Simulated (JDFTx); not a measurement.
# PbS (Galena) (Fm-3m) in JDFTx: band structure with LDA

Aim: the band structure of PbS (Galena) with LDA.

All numbers are computed with JDFTx 1.7.0 (patched build); they aren't measurements. Logs are shortened: lines on timing, memory, paths and dates and some standing lists are left out, and cuts for length are marked. The log counts tension as positive stress, the text compression.

### Step 1. The crystal as given

Symmetry: Fm-3m, No. 225, cubic system. Conventional cell: a = 5.684 Å, b = 5.684 Å, c = 5.684 Å, α = 90.00°, β = 90.00°, γ = 90.00°. Pb (site symmetry m-3m) has 6 S at 2.84 Å as nearest neighbours. Around S (site symmetry m-3m) lie 6 Pb at 2.84 Å.

### Step 2. Band structure, LDA, spin-orbit coupling, no magnetisation

bands.in reads:

```
lattice \
    0.0000000000     5.3706596385     5.3706596385 \
    5.3706596385     0.0000000000     5.3706596385 \
    5.3706596385     5.3706596385     0.0000000000
coords-type Lattice
ion Pb     0.0000000000     0.0000000000     0.0000000000 1
ion S      0.5000000000     0.5000000000     0.5000000000 1

ion-species pseudo/Pb.upf
ion-species pseudo/S.upf
elec-cutoff 29 232
elec-ex-corr lda-PW
elec-smearing Fermi 0.0018374661
elec-n-bands 32
spintype spin-orbit
electronic-minimize nIterations 30 energyDiffThreshold 1e-06
davidson-band-ratio 1.3
forces-output-coords Cartesian
include path.kpoints
symmetries none
fix-electron-density run.$VAR

dump-name bands.$VAR
dump End Ecomponents EigStats BandEigs Kpoints Forces
```

path.kpoints reads:

```
kpoint +0.0000000000 +0.0000000000 +0.0000000000 0.020000000000
kpoint +0.0714285714 +0.0000000000 +0.0714285714 0.020000000000
kpoint +0.1428571429 +0.0000000000 +0.1428571429 0.020000000000
kpoint +0.2142857143 +0.0000000000 +0.2142857143 0.020000000000
kpoint +0.2857142857 +0.0000000000 +0.2857142857 0.020000000000
kpoint +0.3571428571 +0.0000000000 +0.3571428571 0.020000000000
kpoint +0.4285714286 +0.0000000000 +0.4285714286 0.020000000000
kpoint +0.5000000000 +0.0000000000 +0.5000000000 0.020000000000
kpoint +0.5000000000 +0.0833333333 +0.5833333333 0.020000000000
kpoint +0.5000000000 +0.1666666667 +0.6666666667 0.020000000000
kpoint +0.5000000000 +0.2500000000 +0.7500000000 0.020000000000
kpoint +0.4375000000 +0.3125000000 +0.7500000000 0.020000000000
kpoint +0.3750000000 +0.3750000000 +0.7500000000 0.020000000000
kpoint +0.3281250000 +0.3281250000 +0.6562500000 0.020000000000
kpoint +0.2812500000 +0.2812500000 +0.5625000000 0.020000000000
kpoint +0.2343750000 +0.2343750000 +0.4687500000 0.020000000000
kpoint +0.1875000000 +0.1875000000 +0.3750000000 0.020000000000
kpoint +0.1406250000 +0.1406250000 +0.2812500000 0.020000000000
kpoint +0.0937500000 +0.0937500000 +0.1875000000 0.020000000000
kpoint +0.0468750000 +0.0468750000 +0.0937500000 0.020000000000
kpoint +0.0000000000 +0.0000000000 +0.0000000000 0.020000000000
kpoint +0.0833333333 +0.0833333333 +0.0833333333 0.020000000000
kpoint +0.1666666667 +0.1666666667 +0.1666666667 0.020000000000
kpoint +0.2500000000 +0.2500000000 +0.2500000000 0.020000000000
kpoint +0.3333333333 +0.3333333333 +0.3333333333 0.020000000000
kpoint +0.4166666667 +0.4166666667 +0.4166666667 0.020000000000
kpoint +0.5000000000 +0.5000000000 +0.5000000000 0.020000000000
kpoint +0.5250000000 +0.4500000000 +0.5250000000 0.020000000000
kpoint +0.5500000000 +0.4000000000 +0.5500000000 0.020000000000
kpoint +0.5750000000 +0.3500000000 +0.5750000000 0.020000000000
kpoint +0.6000000000 +0.3000000000 +0.6000000000 0.020000000000
kpoint +0.6250000000 +0.2500000000 +0.6250000000 0.020000000000
kpoint +0.5625000000 +0.2500000000 +0.6875000000 0.020000000000
kpoint +0.5000000000 +0.2500000000 +0.7500000000 0.020000000000
kpoint +0.5000000000 +0.2916666667 +0.7083333333 0.020000000000
kpoint +0.5000000000 +0.3333333333 +0.6666666667 0.020000000000
kpoint +0.5000000000 +0.3750000000 +0.6250000000 0.020000000000
kpoint +0.5000000000 +0.4166666667 +0.5833333333 0.020000000000
kpoint +0.5000000000 +0.4583333333 +0.5416666667 0.020000000000
kpoint +0.5000000000 +0.5000000000 +0.5000000000 0.020000000000
kpoint +0.4791666667 +0.4791666667 +0.5416666667 0.020000000000
kpoint +0.4583333333 +0.4583333333 +0.5833333333 0.020000000000
kpoint +0.4375000000 +0.4375000000 +0.6250000000 0.020000000000
kpoint +0.4166666667 +0.4166666667 +0.6666666667 0.020000000000
kpoint +0.3958333333 +0.3958333333 +0.7083333333 0.020000000000
kpoint +0.3750000000 +0.3750000000 +0.7500000000 0.020000000000
kpoint +0.6250000000 +0.2500000000 +0.6250000000 0.020000000000
kpoint +0.5833333333 +0.1666666667 +0.5833333333 0.020000000000
kpoint +0.5416666667 +0.0833333333 +0.5416666667 0.020000000000
kpoint +0.5000000000 +0.0000000000 +0.5000000000 0.020000000000
```

Potentials or basis: PseudoDojo-FR-PBE-0.4-standard with smoothed tails.

On the command line:

```sh
$ jdftx -c 1 -i bands.in -o bands.out
```

The log of the run:

```text
*************** JDFTx 1.7.0 (patched build) ***************

Input parsed successfully to the following command list (including defaults):
[... the input with its defaults ...]

---------- Initializing the Grid ----------
R =
[            0      5.37066      5.37066  ]
[      5.37066            0      5.37066  ]
[      5.37066      5.37066            0  ]
unit cell volume = 309.822
G =
[  -0.584955   0.584955   0.584955  ]
[   0.584955  -0.584955   0.584955  ]
[   0.584955   0.584955  -0.584955  ]
Minimum fftbox size, Smin = [  56  56  56  ]
Chosen fftbox size, S = [  56  56  56  ]

---------- Initializing tighter grid for wavefunction operations ----------
R =
[            0      5.37066      5.37066  ]
[      5.37066            0      5.37066  ]
[      5.37066      5.37066            0  ]
unit cell volume = 309.822
G =
[  -0.584955   0.584955   0.584955  ]
[   0.584955  -0.584955   0.584955  ]
[   0.584955   0.584955  -0.584955  ]
Minimum fftbox size, Smin = [  40  40  40  ]
Chosen fftbox size, S = [  40  40  40  ]

---------- Exchange Correlation functional ----------
Initalized Slater LDA exchange.
Initalized Perdew-Wang LDA correlation.

---------- Setting up pseudopotentials ----------
Width of ionic core gaussian charges (only for fluid interactions / plotting) set to 0

Reading pseudopotential file 'pseudo/Pb.upf':
  'Pb' pseudopotential, 'PBE' functional
  WARNING: this pseudopotential is for another kind of functional than that of the calculation, 'lda-PW'.
  Generated using ONCVPSP code by D. R. Hamann
  14 valence electrons, 5 orbitals, 10 projectors, 1001 radial grid points, with lMax = 2
    5D    l: 2   occupation:  6.0   eigenvalue: -0.737216
    5D    l: 2   occupation:  4.0   eigenvalue: -0.832109
    6S    l: 0   occupation:  2.0   eigenvalue: -0.440497
    6P    l: 1   occupation:  1.3   eigenvalue: -0.114600
    6P    l: 1   occupation:  0.7   eigenvalue: -0.168340
  Core radius for overlap checks: 2.32 bohrs.

Reading pseudopotential file 'pseudo/S.upf':
  'S' pseudopotential, 'PBE' functional
  WARNING: this pseudopotential is for another kind of functional than that of the calculation, 'lda-PW'.
  Generated using ONCVPSP code by D. R. Hamann
  6 valence electrons, 3 orbitals, 10 projectors, 1001 radial grid points, with lMax = 2
    3S    l: 0   occupation:  2.0   eigenvalue: -0.634128
    3P    l: 1   occupation:  2.7   eigenvalue: -0.256527
    3P    l: 1   occupation:  1.3   eigenvalue: -0.259604
  Core radius for overlap checks: 1.58 bohrs.

Initialized 2 species with 2 total atoms.

Folded 50 k-points by 1x1x1 to 50 k-points.

---------- Setting up k-points, bands, fillings ----------
No reducable k-points.
Computing the number of bands and number of electrons
Calculating initial fillings.
nElectrons:  20.000000   nBands: 32   nStates: 50

----- Setting up reduced wavefunction bases (one per k-point) -----
average nbasis = 2310.100 , ideal nbasis = 2311.021

---------- Setting up ewald sum ----------
Optimum gaussian width for ewald sums = 2.439261 bohr.
Real space sum over 1331 unit cells with max indices [  5  5  5  ]
Reciprocal space sum over 2197 terms with max indices [  6  6  6  ]

---------- Allocating electronic variables ----------
Reading n from file 'run.n' ... done
Initializing wave functions:  linear combination of atomic orbitals
Note: number of bands (32) exceeds available atomic orbitals (26)

----------- Band structure minimization -------------
Minimization will be done independently for each quantum number.

---- Minimization of quantum number:     0  [ +0.0000000 +0.0000000 +0.0000000 ]  0.020000000 ----
BandDavidson: Iter:   0  Eband: +0.168770331556926
BandDavidson: Iter:   1  Eband: +0.143720932883701  dEband: -2.504940e-02
BandDavidson: Iter:   2  Eband: +0.136665961605124  dEband: -7.054971e-03
BandDavidson: Iter:   3  Eband: +0.135380837927344  dEband: -1.285124e-03
[... 866 lines of inner loops ...]
BandDavidson: Iter:  14  Eband: +0.139025201002062  dEband: -1.329583e-06
BandDavidson: Iter:  15  Eband: +0.139024252478625  dEband: -9.485234e-07
BandDavidson: Converged (dEband<1.000000e-06)
	FillingsUpdate:  mu: +0.380953196  nElectrons: 20.000000
WARNING: these k-points are no uniform mesh, so that mu and the fillings of partly filled bands are only those of these points: take mu from the calculation that made the density or potential.

Dumping 'bands.eigStats' ...
	eMin: -0.283447 at state 49 ( [ +0.500000 +0.000000 +0.500000 ] spin 0 )
	HOMO: +0.369557 at state 40 ( [ +0.479167 +0.479167 -0.458333 ] spin 0 )
	mu  : +0.380953
	LUMO: +0.391553 at state 40 ( [ +0.479167 +0.479167 -0.458333 ] spin 0 )
	eMax: +0.828522 at state 49 ( [ +0.500000 +0.000000 +0.500000 ] spin 0 )
	HOMO-LUMO gap: +0.021996
	Optical gap  : +0.021996 at state 40 ( [ +0.479167 +0.479167 -0.458333 ] spin 0 )
Done!
[note: mu, HOMO and LUMO in a band run belong to the points of the path alone and aren't those of the crystal]
```

It took 63 s on 1 thread of Intel Xeon 6975P-C (Granite Rapids), shared host; peak memory 0.18 GiB.

Results:

```
Band gap along the path : 0.60 eV, direct
```

Levels at the corners of the path, in eV from the valence-band top:
```
point  band 16  band 17  band 18  band 19  band 20  band 21  band 22  band 23  band 24  band 25
    Γ    -2.60    -2.20    -2.20    -2.20    -2.20     4.14     4.14     6.79     6.79     6.79
    X    -5.96    -4.02    -4.02    -3.66    -3.66     3.75     3.75     5.41     5.41     6.81
    W    -5.21    -4.84    -4.84    -0.71    -0.71     2.25     2.25     5.02     5.02     5.20
    K    -5.46    -3.26    -3.26    -2.48    -2.48     3.47     3.47     4.61     4.61     5.79
    Γ    -2.60    -2.20    -2.20    -2.20    -2.20     4.14     4.14     6.79     6.79     6.79
    L    -1.76    -1.76    -1.76    -0.03    -0.03     0.75     0.75     1.65     1.65     2.61
    U    -5.46    -3.26    -3.26    -2.48    -2.48     3.47     3.47     4.61     4.61     5.79
    W    -5.21    -4.84    -4.84    -0.71    -0.71     2.25     2.25     5.02     5.02     5.20
    L    -1.76    -1.76    -1.76    -0.03    -0.03     0.75     0.75     1.65     1.65     2.61
    K    -5.46    -3.26    -3.26    -2.48    -2.48     3.47     3.47     4.61     4.61     5.79
    U    -5.46    -3.26    -3.26    -2.48    -2.48     3.47     3.47     4.61     4.61     5.79
    X    -5.96    -4.02    -4.02    -3.66    -3.66     3.75     3.75     5.41     5.41     6.81
```
